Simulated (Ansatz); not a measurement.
# Cu(111) with 4 layers of random Cu-Ru, 2x2: scattering by chemical disorder

Wanted: resistance against the alloy's length, first Cu(111) with 4 layers of random Cu-Ru, 2x2.

Program: Ansatz 0.2.0. Level of theory: Ansatz plane-wave DFT, PBE, PAW files; ballistic transport by layer matching (Landauer), zero bias; PAW set soft_1. Results are calculated unless marked as measured.

## (1) Starting point

The cell holds 40 atoms: 32 Cu and 8 Ru. Its edges and angles: a = 5.112 Å, b = 5.112 Å, c = 20.923 Å, α = 93.5°, β = 86.5°, γ = 120.0°. It derives from Cu. Regions: lead, 24 atoms (24 Cu); scattering region, 16 atoms (8 Ru and 8 Cu). The structure is stacked along c, and the current runs across the ab planes.

## (2) With 4 alloy layers

In 4 layers a share of 0.5 of the sites is given to Ru at random. The layers about the cell's end stay perfect and serve as the lead. Disorder leaves little or no symmetry, which makes such runs dear. Energies from -0.05 to 0.05 eV in steps of 0.05 eV are too few for the program's thermal sum, so it prints no conductance; for a metal the transmission near the Fermi level serves, at a fraction of the cost.

input.yaml reads:

```yaml
crystal:
  lattice:
    - [5.1123254594, 0.0, 0.0]
    - [-2.5561627297, 4.4274037203, 0.0]
    - [1.2780813649, -0.73790062, 20.8709812911]
  atoms:
    - { symbol: Cu, position: [0.9916666667, 0.0083333333, 0.05] }
    - { symbol: Cu, position: [0.9916666667, 0.5083333333, 0.05] }
    - { symbol: Cu, position: [0.4916666667, 0.0083333333, 0.05] }
    - { symbol: Cu, position: [0.4916666667, 0.5083333333, 0.05] }
    - { symbol: Cu, position: [0.1416666667, 0.3583333333, 0.15] }
    - { symbol: Cu, position: [0.1416666667, 0.8583333333, 0.15] }
    - { symbol: Cu, position: [0.6416666667, 0.3583333333, 0.15] }
    - { symbol: Cu, position: [0.6416666667, 0.8583333333, 0.15] }
    - { symbol: Cu, position: [0.2916666667, 0.2083333333, 0.25] }
    - { symbol: Cu, position: [0.2916666667, 0.7083333333, 0.25] }
    - { symbol: Cu, position: [0.7916666667, 0.2083333333, 0.25] }
    - { symbol: Cu, position: [0.7916666667, 0.7083333333, 0.25] }
    - { symbol: Ru, position: [0.9416666667, 0.0583333333, 0.35] }
    - { symbol: Cu, position: [0.9416666667, 0.5583333333, 0.35] }
    - { symbol: Cu, position: [0.4416666667, 0.0583333333, 0.35] }
    - { symbol: Cu, position: [0.4416666667, 0.5583333333, 0.35] }
    - { symbol: Ru, position: [0.0916666667, 0.4083333333, 0.45] }
    - { symbol: Cu, position: [0.0916666667, 0.9083333333, 0.45] }
    - { symbol: Ru, position: [0.5916666667, 0.4083333333, 0.45] }
    - { symbol: Ru, position: [0.5916666667, 0.9083333333, 0.45] }
    - { symbol: Ru, position: [0.2416666667, 0.2583333333, 0.55] }
    - { symbol: Cu, position: [0.2416666667, 0.7583333333, 0.55] }
    - { symbol: Cu, position: [0.7416666667, 0.2583333333, 0.55] }
    - { symbol: Cu, position: [0.7416666667, 0.7583333333, 0.55] }
    - { symbol: Ru, position: [0.8916666667, 0.1083333333, 0.65] }
    - { symbol: Ru, position: [0.8916666667, 0.6083333333, 0.65] }
    - { symbol: Cu, position: [0.3916666667, 0.1083333333, 0.65] }
    - { symbol: Ru, position: [0.3916666667, 0.6083333333, 0.65] }
    - { symbol: Cu, position: [0.0416666667, 0.4583333333, 0.75] }
    - { symbol: Cu, position: [0.0416666667, 0.9583333333, 0.75] }
    - { symbol: Cu, position: [0.5416666667, 0.4583333333, 0.75] }
    - { symbol: Cu, position: [0.5416666667, 0.9583333333, 0.75] }
    - { symbol: Cu, position: [0.1916666667, 0.3083333333, 0.85] }
    - { symbol: Cu, position: [0.1916666667, 0.8083333333, 0.85] }
    - { symbol: Cu, position: [0.6916666667, 0.3083333333, 0.85] }
    - { symbol: Cu, position: [0.6916666667, 0.8083333333, 0.85] }
    - { symbol: Cu, position: [0.8416666667, 0.1583333333, 0.95] }
    - { symbol: Cu, position: [0.8416666667, 0.6583333333, 0.95] }
    - { symbol: Cu, position: [0.3416666667, 0.1583333333, 0.95] }
    - { symbol: Cu, position: [0.3416666667, 0.6583333333, 0.95] }
kpoints:
  mp_grid: { grid: [5, 5, 1] }
hamiltonian:
  xc: pbe
  pseudopotentials: { kind: paw, azcp: { folder: soft_1 } }
scf:
  occupations: { method: fermi_dirac, width: 0.1 }
output:
  transmission:
    leads: [[0, 4]]
    kmesh: [10, 10]
    e_range: [-0.05, 0.05]
    de: 0.05
  write_potential: true
  write_density: true
  volumetric_format: npy
```

The run is started by

```bash
> ansatz run input.yaml --threads 4 --pin off --max-ram 15360MiB --backend cpu --events-out ev --progress --plain --runs-dir out
```

Numbers of over 12 decimals in the logs are rounded to 6 here.

Log:

```text
Engine: ansatz 0.2.0, x86_64-unknown-linux-gnu
Pseudopotentials: kind: paw
Pseudopotential: Cu, paw, valence charge 19, recommended cutoff 420 eV (normal), soft_1/Cu.paw.azcp
Pseudopotential: Ru, paw, valence charge 16, recommended cutoff 420 eV (normal), soft_1/Ru.paw.azcp
Functional definition: PBE
  parameter kappa = 0.804
  parameter beta = 0.066725
  exchange = pbe_x(kappa = kappa, mu = beta*pi^2/3)
  correlation = pbe_c(beta = beta)
Crystal: 40 atoms, lattice volume = 472.401 Å³
Basis set: ecut = 420 eV, 9295 PW (Γ)
Bands: 442, of which v1, the nominal top of the filled ones, is band 368 counted from 1 (367 counted from 0)
Symmetry: 1 space group operations
Space group: P1 (ITA 1), of the structure as read, at distance tolerance 7.8e-5 Å
k-points: 13 of 25 (time reversal used)
Non-local potential: Cu, projectors of the file, l = 0: 3, l = 1: 2, l = 2: 3, l = 3: 1
Non-local potential: Ru, projectors of the file, l = 0: 3, l = 1: 2, l = 2: 2, l = 3: 1
PAW form: soft (Blöchl's): semilocal exchange-correlation on the pseudo side does not see the compensation charge
PAW one-centre angular grid: Cu, 590 points (default); XC on 64 Gauss nodes
PAW one-centre angular grid: Ru, 590 points (default); XC on 64 Gauss nodes
Initial density: superposition of atomic densities (chi_scale 0.1, normalization cell, long waves of neutral atoms (reshape's long-wave potential 7.49 eV rms, cloud 2.78 Å wide))
Initial wavefunctions: pseudopotential atomic-orbital guess
Functional: x = pbe(κ = 0.804, μ = 0.219515), c = pbe(β = 0.066725)
SCF iter   1: F=—  HF=-259059.835449 eV  |F-HF|=—  |Δ(HF+E_count)|=         —  Δρ=2.16e-1  dr2=1.75e2  ethr=3.10e-3  ⟨swp⟩=4.1  Hψ=16902  notcnv=0  defer=116
preconditioner: auto → Kerker (q_TF=auto, 2.938 Å⁻¹)  [metal: Δε(μ)=0.014 eV  Ē_g=8.596 eV  σ=0.100 eV  W_gap=0.03  n_scr=212 (ndim 8)  ℏωp=34.8 eV  f_vac=0.000  D(μ)=23.19/eV (n_scr^D=228)]
SCF iter   2: F=—  HF=-259035.567038 eV  |F-HF|=—  |Δ(HF+E_count)|=    2.43e1  Δρ=6.66e-2  dr2=3.59e1  ethr=3.10e-3  ⟨swp⟩=2.0  Hψ=11246  notcnv=0  defer=583
SCF iter   3: F=—  HF=-259030.562779 eV  |F-HF|=—  |Δ(HF+E_count)|=    5.00e0  Δρ=4.47e-2  dr2=1.05e1  ethr=3.10e-3  ⟨swp⟩=2.0  Hψ=6847  notcnv=0  defer=592
SCF iter   4: F=—  HF=-259029.332703 eV  |F-HF|=—  |Δ(HF+E_count)|=    1.23e0  Δρ=1.14e-2  dr2=2.77e0  ethr=1.43e-3  ⟨swp⟩=2.0  Hψ=7747  notcnv=0  defer=592
SCF iter   5: F=—  HF=-259029.534023 eV  |F-HF|=—  |Δ(HF+E_count)|=   2.01e-1  Δρ=5.57e-3  dr2=1.98e-1  ethr=3.76e-4  ⟨swp⟩=2.0  Hψ=6789  notcnv=0  defer=591
SCF iter   6: F=—  HF=-259029.546057 eV  |F-HF|=—  |Δ(HF+E_count)|=   1.20e-2  Δρ=4.72e-3  dr2=1.86e-1  ethr=2.69e-5  ⟨swp⟩=2.0  Hψ=8858  notcnv=0  defer=591
SCF iter   7: F=—  HF=-259029.531106 eV  |F-HF|=—  |Δ(HF+E_count)|=   1.50e-2  Δρ=1.08e-3  dr2=2.86e-2  ethr=2.53e-5  ⟨swp⟩=1.1  Hψ=5145  notcnv=0  defer=591
SCF iter   8: F=—  HF=-259029.531385 eV  |F-HF|=—  |Δ(HF+E_count)|=   2.80e-4  Δρ=5.39e-4  dr2=4.56e-3  ethr=3.89e-6  ⟨swp⟩=1.0  Hψ=5144  notcnv=0  defer=591
SCF iter   9: F=—  HF=-259029.531312 eV  |F-HF|=—  |Δ(HF+E_count)|=   7.35e-5  Δρ=4.28e-4  dr2=1.10e-3  ethr=6.20e-7  ⟨swp⟩=2.0  Hψ=9386  notcnv=0  defer=591
SCF iter  10: F=—  HF=-259029.531156 eV  |F-HF|=—  |Δ(HF+E_count)|=   1.56e-4  Δρ=9.65e-5  dr2=4.48e-5  ethr=1.49e-7  ⟨swp⟩=2.0  Hψ=9365  notcnv=0  defer=591
SCF iter  11: F=—  HF=-259029.531104 eV  |F-HF|=—  |Δ(HF+E_count)|=   5.17e-5  Δρ=4.99e-5  dr2=2.37e-5  ethr=6.09e-9  ⟨swp⟩=2.0  Hψ=9562  notcnv=0  defer=591
SCF iter  12: F=—  HF=-259029.531103 eV  |F-HF|=—  |Δ(HF+E_count)|=   1.45e-6  Δρ=2.23e-5  dr2=4.64e-6  ethr=3.22e-9  ⟨swp⟩=2.0  Hψ=7593  notcnv=0  defer=591
SCF iter  13: F=—  HF=-259029.531102 eV  |F-HF|=—  |Δ(HF+E_count)|=   5.00e-7  Δρ=6.80e-6  dr2=2.76e-7  ethr=6.30e-10  ⟨swp⟩=2.0  Hψ=6527  notcnv=0  defer=591
SCF iter  14: F=—  HF=-259029.531102 eV  |F-HF|=—  |Δ(HF+E_count)|=   1.23e-8  Δρ=4.24e-6  dr2=1.44e-7  ethr=1.36e-11  ⟨swp⟩=7.4  Hψ=19599  notcnv=0
SCF iter  15: F=-259029.531102 eV  HF=-259029.531102 eV  |F-HF|=1.03e-8  |Δ(HF+E_count)|=   6.14e-9  Δρ=1.54e-6  dr2=1.22e-8  ethr=1.36e-11  ⟨swp⟩=2.0  Hψ=10584  notcnv=0
SCF 1 converged in 15 iterations: F = -259029.531102 eV  dr2 = 1.22e-8
  greatest PAW one-centre occupation: 1.000 electrons in one spin orbital (limit 2), on the Ru atom at site 16 (counted from 0), in its partial waves of l = 0
transmission: 180 of 1716 steps passed
transmission: 351 of 1716 steps passed
[...]
transmission: 1716 of 1716 steps passed
SCF converged after 15 iterations
Free energy (F): -259029.531102 eV
Harris-Foulkes:  -259029.531102 eV  (|F-HF|=1.03e-8)
Internal energy: -259028.669622 eV  (E = F + TS)
E sigma→0 (E₀):  -259029.100362 eV
Entropy (-TS):   -0.861480 eV (-21.537 meV/atom)
Fermi energy:    18.558889 eV
--- Per-component energies (eV) ---
  E_band       = -11519.671736
  E_kinetic    = 12098.932983
  E_local      = -156735.670656  (includes V_loc(G=0)·N_el)
  E_nonlocal   = 31754.165233
  E_hartree    = 65961.124827
  E_xc         = -3584.856809
  E_vxc        = -4593.731068  (∫ρ·V_xc dr)
  E_paw        = -86067.652395  (= ΣΔE_a)
  E_vpaw       = -25965.666372  (= ΣTr[D̂ρ^β])
  E_aug_tail   = 0.038313  (compensation charges beyond the density's cutoff)
  E_ewald      = -122454.751117
  E_smearing   = -0.861480  (= −TS)
  E_closure    = -0.000000  (closes the sum)
  Σ components = -259029.531102   (vs F -259029.531102, Δ=0.00e0)
--- Band table (eV; the first three rows and the last of 13) ---
  k-point 0: bands = [... 364 lower, 18.8122, 18.8537, 18.9333, 18.9796, 19.0526, 19.0996, 19.1197, 19.1448, ... 70 higher]
  k-point 1: bands = [... 364 lower, 18.4673, 18.5156, 18.5483, 18.6358, 18.7011, 18.7830, 18.8777, 18.9522, ... 70 higher]
  k-point 2: bands = [... 364 lower, 18.2752, 18.3538, 18.3824, 18.4727, 18.5151, 18.5897, 18.6517, 18.7234, ... 70 higher]
  k-point 12: bands = [... 364 lower, 18.1688, 18.2649, 18.3349, 18.4118, 18.5650, 18.6642, 18.8095, 18.8818, ... 70 higher]
--- Transmission ---
  basis      : 199 plane waves across, 33 finite elements along
  points     : 52, standing for a mesh of 10 x 10
  energies   : 3 from -0.050000 to 0.050000 eV about the Fermi level, 0.050000 eV apart; the leads are filled to 0.000000 eV, and channels, transmission and decay are at 0.000000 eV
  crystal 0  : Cu4, at the sites [0, 4], period 2.0871 Å, over 12.52 Å; its Hamiltonian steps by up to 27.1 meV: too much for a lead, lay more layers or, if its atoms are ordered, name the step of that order
    offset         : up to 0.0000 Å between an atom of the period and one for which it stands
    channels       : 3.210000e0 a spin
    conductance    : none, the energies end too early or step too widely for 300 K: set another output.transmission.e_range or a lower de, or, where they end at an eighth of basis.ecutwfc, a higher one
  junction   : crystal 0 to crystal 0, 0.70 to 19.48 Å
    transmission   : 1.297039e0 a spin
    conductance    : none, the energies end too early or step too widely for 300 K: set another output.transmission.e_range or a lower de, or, where they end at an eighth of basis.ecutwfc, a higher one
```

It took 4.4 min on 4 threads of Intel Xeon Platinum 8488C (Sapphire Rapids), shared host; peak memory 4.9 GiB.

Numbers from this step:

```yaml
free_energy: -259029.5311 eV
energy_at_zero_smearing: -259029.1004 eV
fermi_energy: 18.56 eV
cell_area: 22.63 Å²
transmission_per_spin_nearest_the_fermi_level: 1.297
open_channels_per_spin_nearest_the_fermi_level: 3.21
step_of_the_lead_s_potential: 27.1 meV
```

Per spin. Table of transmission, zone mean by energy, zero at the Fermi level:

```
energy (eV)  transmission, zone mean
    -0.0500                     1.31
     0.0000                     1.30
     0.0500                     1.27
```

Per spin. The open channels, zone mean, lead stays at 3.21 for energy from -0.05 to 0.05 eV.

Transmission over k1 and k2. At 0.0000 eV from the Fermi level.

Ten even steps from '0' (0.77) to '9' (2.33):
```
1242233100
1212350441
4003552445
3011575214
5564696465
3412575110
4544255300
1144053212
1001332242
5213323312
```
Columns: k1 (b1) from -0.5 to 0.4; rows upwards: k2 (b2) from -0.5 to 0.4.

Open channels over k1 and k2. At 0.0000 eV from the Fermi level.

Values, 10 rows by 10 columns:
```
3.00 4.00 3.00 3.00 3.00 4.00 3.00 3.00 3.00 3.00
3.00 3.00 4.00 3.00 3.00 4.00 3.00 3.00 3.00 3.00
3.00 3.00 3.00 4.00 3.00 4.00 3.00 3.00 3.00 3.00
3.00 3.00 3.00 3.00 3.00 3.00 3.00 3.00 3.00 3.00
4.00 4.00 4.00 4.00 3.00 3.00 3.00 4.00 4.00 4.00
3.00 3.00 3.00 3.00 3.00 3.00 3.00 3.00 3.00 3.00
3.00 3.00 3.00 3.00 3.00 4.00 3.00 4.00 3.00 3.00
3.00 3.00 3.00 3.00 3.00 4.00 3.00 3.00 4.00 3.00
3.00 3.00 3.00 3.00 3.00 4.00 3.00 3.00 3.00 4.00
4.00 3.00 3.00 3.00 3.00 4.00 3.00 3.00 3.00 3.00
```
Columns: k1 (b1) from -0.5 to 0.4; rows upwards: k2 (b2) from -0.5 to 0.4.

Over the solved energies the transmission per spin lies between 1.27 and 1.31, out of 3.21 channels of the lead on average (up to 3.21). The log calls the step of a lead's potential too much.

## (3) With 8 alloy layers

In 8 layers a share of 0.5 of the sites is given to Ru at random. A fresh draw is used; the growth of the resistance with length is what counts.

System of this step: Cu(111) with 8 layers of random Cu-Ru, 2x2. The cell holds 56 atoms: 40 Cu and 16 Ru. Its edges and angles: a = 5.112 Å, b = 5.112 Å, c = 29.257 Å, α = 87.5°, β = 92.5°, γ = 120.0°. It derives from Cu. Regions: lead, 24 atoms (24 Cu); scattering region, 32 atoms (16 Cu and 16 Ru). The structure is stacked along c, and the current runs across the ab planes.

input.yaml reads:

```yaml
crystal:
  lattice:
    - [5.1123254594, 0.0, 0.0]
    - [-2.5561627297, 4.4274037203, 0.0]
    - [-1.2780813649, 0.73790062, 29.2193738075]
  atoms:
    - { symbol: Cu, position: [0.005952381, 0.994047619, 0.0357142857] }
    - { symbol: Cu, position: [0.005952381, 0.494047619, 0.0357142857] }
    - { symbol: Cu, position: [0.505952381, 0.994047619, 0.0357142857] }
    - { symbol: Cu, position: [0.505952381, 0.494047619, 0.0357142857] }
    - { symbol: Cu, position: [0.1845238095, 0.3154761905, 0.1071428571] }
    - { symbol: Cu, position: [0.1845238095, 0.8154761905, 0.1071428571] }
    - { symbol: Cu, position: [0.6845238095, 0.3154761905, 0.1071428571] }
    - { symbol: Cu, position: [0.6845238095, 0.8154761905, 0.1071428571] }
    - { symbol: Cu, position: [0.3630952381, 0.1369047619, 0.1785714286] }
    - { symbol: Cu, position: [0.3630952381, 0.6369047619, 0.1785714286] }
    - { symbol: Cu, position: [0.8630952381, 0.1369047619, 0.1785714286] }
    - { symbol: Cu, position: [0.8630952381, 0.6369047619, 0.1785714286] }
    - { symbol: Cu, position: [0.0416666667, 0.9583333333, 0.25] }
    - { symbol: Cu, position: [0.0416666667, 0.4583333333, 0.25] }
    - { symbol: Cu, position: [0.5416666667, 0.9583333333, 0.25] }
    - { symbol: Ru, position: [0.5416666667, 0.4583333333, 0.25] }
    - { symbol: Ru, position: [0.2202380952, 0.2797619048, 0.3214285714] }
    - { symbol: Cu, position: [0.2202380952, 0.7797619048, 0.3214285714] }
    - { symbol: Ru, position: [0.7202380952, 0.2797619048, 0.3214285714] }
    - { symbol: Cu, position: [0.7202380952, 0.7797619048, 0.3214285714] }
    - { symbol: Ru, position: [0.3988095238, 0.1011904762, 0.3928571429] }
    - { symbol: Ru, position: [0.3988095238, 0.6011904762, 0.3928571429] }
    - { symbol: Cu, position: [0.8988095238, 0.1011904762, 0.3928571429] }
    - { symbol: Ru, position: [0.8988095238, 0.6011904762, 0.3928571429] }
    - { symbol: Cu, position: [0.0773809524, 0.9226190476, 0.4642857143] }
    - { symbol: Cu, position: [0.0773809524, 0.4226190476, 0.4642857143] }
    - { symbol: Cu, position: [0.5773809524, 0.9226190476, 0.4642857143] }
    - { symbol: Ru, position: [0.5773809524, 0.4226190476, 0.4642857143] }
    - { symbol: Ru, position: [0.255952381, 0.244047619, 0.5357142857] }
    - { symbol: Ru, position: [0.255952381, 0.744047619, 0.5357142857] }
    - { symbol: Ru, position: [0.755952381, 0.244047619, 0.5357142857] }
    - { symbol: Ru, position: [0.755952381, 0.744047619, 0.5357142857] }
    - { symbol: Cu, position: [0.4345238095, 0.0654761905, 0.6071428571] }
    - { symbol: Cu, position: [0.4345238095, 0.5654761905, 0.6071428571] }
    - { symbol: Ru, position: [0.9345238095, 0.0654761905, 0.6071428571] }
    - { symbol: Ru, position: [0.9345238095, 0.5654761905, 0.6071428571] }
    - { symbol: Ru, position: [0.1130952381, 0.8869047619, 0.6785714286] }
    - { symbol: Cu, position: [0.1130952381, 0.3869047619, 0.6785714286] }
    - { symbol: Cu, position: [0.6130952381, 0.8869047619, 0.6785714286] }
    - { symbol: Cu, position: [0.6130952381, 0.3869047619, 0.6785714286] }
    - { symbol: Cu, position: [0.2916666667, 0.2083333333, 0.75] }
    - { symbol: Cu, position: [0.2916666667, 0.7083333333, 0.75] }
    - { symbol: Ru, position: [0.7916666667, 0.2083333333, 0.75] }
    - { symbol: Ru, position: [0.7916666667, 0.7083333333, 0.75] }
    - { symbol: Cu, position: [0.4702380952, 0.0297619048, 0.8214285714] }
    - { symbol: Cu, position: [0.4702380952, 0.5297619048, 0.8214285714] }
    - { symbol: Cu, position: [0.9702380952, 0.0297619048, 0.8214285714] }
    - { symbol: Cu, position: [0.9702380952, 0.5297619048, 0.8214285714] }
    - { symbol: Cu, position: [0.1488095238, 0.8511904762, 0.8928571429] }
    - { symbol: Cu, position: [0.1488095238, 0.3511904762, 0.8928571429] }
    - { symbol: Cu, position: [0.6488095238, 0.8511904762, 0.8928571429] }
    - { symbol: Cu, position: [0.6488095238, 0.3511904762, 0.8928571429] }
    - { symbol: Cu, position: [0.3273809524, 0.1726190476, 0.9642857143] }
    - { symbol: Cu, position: [0.3273809524, 0.6726190476, 0.9642857143] }
    - { symbol: Cu, position: [0.8273809524, 0.1726190476, 0.9642857143] }
    - { symbol: Cu, position: [0.8273809524, 0.6726190476, 0.9642857143] }
kpoints:
  mp_grid: { grid: [5, 5, 1] }
hamiltonian:
  xc: pbe
  pseudopotentials: { kind: paw, azcp: { folder: soft_1 } }
scf:
  occupations: { method: fermi_dirac, width: 0.1 }
output:
  transmission:
    leads: [[0, 4]]
    kmesh: [10, 10]
    e_range: [-0.05, 0.05]
    de: 0.05
  write_potential: true
  write_density: true
  volumetric_format: npy
```

Log:

```text
[...]
Crystal: 56 atoms, lattice volume = 661.361 Å³
Basis set: ecut = 420 eV, 12983 PW (Γ)
Bands: 610, of which v1, the nominal top of the filled ones, is band 508 counted from 1 (507 counted from 0)
Symmetry: 1 space group operations
[...]
k-points: 13 of 25 (time reversal used)
[...]
SCF iter   1: F=—  HF=-359094.418100 eV  |F-HF|=—  |Δ(HF+E_count)|=         —  Δρ=2.03e-1  dr2=2.21e2  ethr=3.10e-3  ⟨swp⟩=4.0  Hψ=23242  notcnv=0  defer=213
[...]
SCF iter  16: F=-359055.607466 eV  HF=-359055.607466 eV  |F-HF|=6.33e-8  |Δ(HF+E_count)|=   1.49e-8  Δρ=2.07e-6  dr2=5.44e-8  ethr=9.84e-12  ⟨swp⟩=6.7  Hψ=27056  notcnv=0
SCF 1 converged in 16 iterations: F = -359055.607466 eV  dr2 = 5.44e-8
[...]
transmission: 267 of 2600 steps passed
transmission: 522 of 2600 steps passed
[...]
transmission: 2600 of 2600 steps passed
SCF converged after 16 iterations
Free energy (F): -359055.607466 eV
[...]
Internal energy: -359054.291433 eV  (E = F + TS)
E sigma→0 (E₀):  -359054.949449 eV
Entropy (-TS):   -1.316033 eV (-23.501 meV/atom)
Fermi energy:    19.512230 eV
[...]
--- Band table (eV; the first three rows and the last of 13) ---
  k-point 0: bands = [... 504 lower, 19.7966, 19.7990, 19.9141, 19.9886, 20.0077, 20.0408, 20.1109, 20.1645, ... 98 higher]
  k-point 1: bands = [... 504 lower, 19.5618, 19.6262, 19.6531, 19.7015, 19.7215, 19.8017, 19.8215, 19.8682, ... 98 higher]
  k-point 2: bands = [... 504 lower, 19.2717, 19.2866, 19.3303, 19.3739, 19.4451, 19.4810, 19.5198, 19.5948, ... 98 higher]
  k-point 12: bands = [... 504 lower, 19.2845, 19.3238, 19.3892, 19.4046, 19.4896, 19.5204, 19.5600, 19.6529, ... 98 higher]
--- Transmission ---
  basis      : 199 plane waves across, 50 finite elements along
  points     : 52, standing for a mesh of 10 x 10
[...]
channels       : 3.170000e0 a spin
[...]
junction   : crystal 0 to crystal 0, 0.70 to 27.83 Å
    transmission   : 7.938415e-1 a spin
[...]
```

Run time: 7.7 min. Hardware: 4 threads; peak memory 8.2 GiB.

This step gave:

- free energy: -359055.6075 eV
- energy at zero smearing: -359054.9494 eV
- Fermi energy: 19.51 eV
- transmission per spin nearest the Fermi level: 0.7938
- open channels per spin nearest the Fermi level: 3.17
- step of the lead's potential: 28.1 meV

Per spin. Table of transmission, zone mean by energy, zero at the Fermi level:

```
energy (eV)  transmission, zone mean
    -0.0500                    0.812
     0.0000                    0.794
     0.0500                    0.763
```

Over the solved energies the transmission per spin lies between 0.763 and 0.812, out of 3.20 channels of the lead on average (up to 3.21). The log calls the step of a lead's potential too much.

[end of part 1 of 2]

[Logs are printed without paths, hosts, clocks, repeated set-up lines and the standing remarks that a program may print on its own settings, such as how far it seeks lower states.]

[Hosts, paths, dates, database ids (printed as entryN), source tags and the programs' standing remarks are cut or masked in the printed files.]
